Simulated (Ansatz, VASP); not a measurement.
TaN in VASP and in Ansatz

```xyz
2
Lattice="2.9362 0.0000 0.0000 -1.4681 2.5428 0.0000 0.0000 0.0000 2.8846" Properties=species:S:1:pos:R:3 pbc="T T T"
Ta    0.0000    1.6952    1.4423
N     0.0000    0.0000    0.0000
```

Alike in both runs: functional r2SCAN; k mesh 18 × 18 × 14; occupations gaussian, width 0.1 eV; no spin polarisation.

Ansatz relaxed the structure, and its values are those at the end. VASP's run is a single point on that final structure, the one shown.

|  | VASP | Ansatz |
| --- | --- | --- |
| version | VASP 6.6.1 | Ansatz 0.2.0 |
| potentials or method | VASP PAW PBE potentials, release 64 (Ta_pv, N) | scalar-relativistic, plane waves, PAW |
| plane-wave cutoff (eV) | 520 | 500 |
| valence electrons in the cell | 16 | 18 |

VASP gave:

```
gap on the k mesh at the Fermi level (eV) : none
pressure (GPa)                            : 1.6
```

Question: Which values does Ansatz return?

Answer: gap on the k mesh at the Fermi level (eV): none; pressure (GPa): 0.0.

A gap of «none» marks a metal or a gap that the smearing closes. The two sets of potentials don't hold the same shells in valence.

Caveats: the PAW data sets were made with another functional, which shifts forces and pressure a little (VASP). Spin-orbit coupling is left out, which matters for the levels of Ta.
